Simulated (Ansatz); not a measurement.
Clean, relaxed (110) surface of Mo, space group Im-3m (No. 229) (top face towards +c; atoms held fixed, by place in the list: 1, 2):

```
Mo
1.0
     2.71006    0.00000    0.00000
    -0.90335    2.55507    0.00000
     0.00000    0.00000   23.63826
Mo
4
Direct
  0.50000 0.50000 0.35959
  0.00000 0.00000 0.45320
  0.50000 0.50000 0.54683
  0.00000 0.00000 0.63635
```

Method: Ansatz 0.2.0, DFT PBEsol, scalar-relativistic, plane waves, PAW. Plane waves to 420 eV, a k mesh through Γ of 11×11×1 on the computed 4-atom cell and Gaussian smearing (0.10 eV); no spin polarisation. The cell repeats along c with a dipole correction in the vacuum.

E_ads counts from the clean slab and the free adsorbate (spin-polarised where it has unpaired electrons); negative means bound. With the adsorbate the cell is lengthened along c to keep the vacuum.

Task: H (atom) is put on the top face (one adsorbate per 6.9 Å²) at each of these sites and relaxed. Order them from strongest to weakest binding.
A. bridge (Mo-Mo) at (0.50, 0.00)
B. hollow (Mo-Mo-Mo) at (0.33, 0.67)
C. top (Mo) at (0.00, 0.00)

Result: B (-3.18 eV), A (-3.02 eV), C (-2.14 eV).

Each end is the local minimum or symmetric point that its start leads to. The slab is only 6.6 Å thick, so the energies aren't converged with thickness.

The adsorbed runs have no spin polarisation, so weakly bound open-shell ends lie too high.